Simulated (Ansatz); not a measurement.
Structure relaxation of Ge

All numbers below come from DFT r2SCAN, scalar-relativistic, plane waves, PAW (Ansatz).

The start is a database structure of Ge, space group P4_32_12 (No. 96).

Input of the last, converged step (default PAW datasets):

```yaml
crystal:
  lattice:
    - [5.93720866, 0.0, 0.0]
    - [0.0, 5.93720866, 0.0]
    - [0.0, 0.0, 7.080653]
  atoms:
    - { symbol: Ge, position: [0.08560357, 0.08560357, 0.0] }
    - { symbol: Ge, position: [0.41439643, 0.58560357, 0.75] }
    - { symbol: Ge, position: [0.58560357, 0.41439643, 0.25] }
    - { symbol: Ge, position: [0.91439643, 0.91439643, 0.5] }
    - { symbol: Ge, position: [0.1694391, 0.37209594, 0.24543624] }
    - { symbol: Ge, position: [0.12790406, 0.6694391, 0.99543624] }
    - { symbol: Ge, position: [0.87209594, 0.3305609, 0.49543624] }
    - { symbol: Ge, position: [0.6694391, 0.12790406, 0.00456376] }
    - { symbol: Ge, position: [0.3305609, 0.87209594, 0.50456376] }
    - { symbol: Ge, position: [0.8305609, 0.62790406, 0.74543624] }
    - { symbol: Ge, position: [0.37209594, 0.1694391, 0.75456376] }
    - { symbol: Ge, position: [0.62790406, 0.8305609, 0.25456376] }
basis:
  ecutwfc: 500
kpoints:
  mp_grid: { grid: [6, 6, 4] }
hamiltonian:
  xc: r2scan
scf:
  occupations: { method: gaussian, width: 0.02 }
output:
  forces: true
  stress: true
  eigenvalues: true
relax:
  adjacent_minimum: "off"
  f_tol: 0.01
  max_steps: 80
  cell: { stress_tol: 0.05 }
```

It can be run as:

```bash
ansatz run input.yaml --threads 4 --pin off --backend cpu --events-out ev --progress --plain --runs-dir out  # memory cap (--max-ram) not shown
```

End of the output:

```
SCF converged after 5 iterations
Free energy (F): -51632.747402 eV
Harris-Foulkes:  -51632.747402 eV  (|F-HF|=5.82e-11)
Internal energy: -51632.747402 eV  (E = F + TS)
E sigma→0 (E₀):  -51632.747402 eV
Fermi energy:    9.154333 eV
--- Per-component energies (eV) ---
  E_band       = -1737.609918
  E_kinetic    = 1329.837095
  E_local      = -28157.811347  (includes V_loc(G=0)·N_el)
  E_nonlocal   = 5032.090638
  E_hartree    = 12359.576637
  E_xc         = -828.911726
  E_vxc        = -813.838133  (∫ρ·V_xc dr)
  E_paw        = -24401.422774  (= ΣΔE_a)
  E_vpaw       = -3892.455028  (= ΣTr[D̂ρ^β])
  E_aug_tail   = 0.000204  (compensation charges beyond the density's cutoff)
  E_vtau       = 45.414602  (kinetic-family band-sum trace: ∫τ·v_τ [+ j·A + Jᵃ·Aᵃ] dr)
  E_ewald      = -16953.076939
  E_core_change = -13.029189  (= ΣΔE_core)
  E_smearing   =  0.000000  (= −TS)
  E_closure    =  0.000000  (closes the sum)
  Σ components = -51632.747402   (vs F -51632.747402, Δ=0.00e0)
--- Forces (eV/Å), atoms counted from 1 ---
  atom   1  Ge    -0.00291419    -0.00291419     0.00000000
  atom   2  Ge     0.00291419    -0.00291419     0.00000000
  atom   3  Ge    -0.00291419     0.00291419     0.00000000
  atom   4  Ge     0.00291419     0.00291419     0.00000000
  atom   5  Ge    -0.00037062     0.00298424     0.00224816
  atom   6  Ge    -0.00298424    -0.00037062     0.00224816
  atom   7  Ge     0.00298424     0.00037062     0.00224816
  atom   8  Ge    -0.00037062    -0.00298424    -0.00224816
  atom   9  Ge     0.00037062     0.00298424    -0.00224816
  atom  10  Ge     0.00037062    -0.00298424     0.00224816
  atom  11  Ge     0.00298424    -0.00037062    -0.00224816
  atom  12  Ge    -0.00298424     0.00037062    -0.00224816
  max |Σ_I F_I| component: 7.98e-17 eV/Å
--- Stress (GPa, compression-positive) ---
       -0.004592       0.000000       0.000000
        0.000000      -0.004592       0.000000
        0.000000       0.000000      -0.010364
  P = ⅓ Tr σ = -0.0065 GPa (-0.065 kbar)
--- Relaxed structure (3 steps of the walk, 3 accepted, 1 SCFs on fresh bases) ---
  F+E_penalty+E_count = -51632.74740168 eV   max|allowed force component| = 2.984e-3 eV/Å   (the final SCF, on the basis selected at the relaxed cell)
  cell:  # Å, volume = 250.9132 Å³
    - [5.948518, 0.000000, 0.0]
    - [0.000000, 5.948518, 0.000000]
    - [0.0, 0.000000, 7.090977]
  atoms:
    - { symbol: Ge, position: [0.084514, 0.084514, 0.000000] }
    - { symbol: Ge, position: [0.415486, 0.584514, 0.75] }
    - { symbol: Ge, position: [0.584514, 0.415486, 0.250000] }
    - { symbol: Ge, position: [0.915486, 0.915486, 0.500000] }
    - { symbol: Ge, position: [0.169261, 0.372750, 0.244237] }
    - { symbol: Ge, position: [0.127250, 0.669261, 0.994237] }
    - { symbol: Ge, position: [0.872750, 0.330739, 0.494237] }
    - { symbol: Ge, position: [0.669261, 0.127250, 0.005763] }
    - { symbol: Ge, position: [0.330739, 0.872750, 0.505763] }
    - { symbol: Ge, position: [0.830739, 0.627250, 0.744237] }
    - { symbol: Ge, position: [0.372750, 0.169261, 0.755763] }
    - { symbol: Ge, position: [0.627250, 0.830739, 0.255763] }
```

Total energies depend on the potentials used, so only differences within one code and one set of settings carry meaning.

The result has space group P4_32_12 (No. 96). Ge on Wyckoff site a (4 atoms of the primitive cell) has 4 Ge at 2.48–2.49 Å; Ge on Wyckoff site b (8 atoms of the primitive cell) has 4 Ge at 2.48–2.51 Å.

It lies 0.176 eV/atom above the element's standard state at the same level.

A structure relaxed within its symmetry needn't be a true minimum.